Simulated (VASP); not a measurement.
Li3HSe, 5 atoms in the cell. The structure is cubic, space group Pm-3m (No. 221). The conventional cell has a = 3.974 Å, b = 3.974 Å, c = 3.974 Å, α = 90.00°, β = 90.00°, γ = 90.00°. Li (site symmetry 4/mmm) is surrounded by 2 H at 1.99 Å. H (site symmetry m-3m) is surrounded by 6 Li at 1.99 Å. Se (site symmetry m-3m) is surrounded by 12 Li at 2.81 Å. The cell was built by a generator and needn't be a form met in nature.

| Property | Result |
| --- | --- |
| Program | VASP 6.6.1 |
| Task | relaxation of cell and atoms |
| Functional | PBE |
| Potentials or basis | VASP PAW PBE potentials, release 64 (Li_sv, H, Se) |
| Cutoff | 600 eV |
| k mesh | 8 × 8 × 8 |
| Occupations | gaussian, width 0.03 eV |
| Spin | no spin polarisation |
| Further INCAR settings | ALGO = Normal; EDIFF = 1e-06; IBRION = 2; EDIFFG = -0.01; NSW = 90; ISIF = 3 |

Potentials or basis: VASP PAW PBE potentials, release 64 (Li_sv, H, Se).

Launch:

```bash
$ cat potpaw_PBE.64/Li_sv/POTCAR potpaw_PBE.64/H/POTCAR potpaw_PBE.64/Se/POTCAR > POTCAR
$ mpirun -np 1 vasp_std > vasp.out
```

Hardware: 1 thread of Intel(R) Xeon(R) Platinum 8488C (Sapphire Rapids), on a shared host.

Question: How long does it take, and how much memory?

Answer: Wall time 33 s on 1 thread of Intel(R) Xeon(R) Platinum 8488C (Sapphire Rapids), with other jobs on the host, peak memory 0.2 GiB. Counts: scf iterations 27, k points 35, ion steps 3.
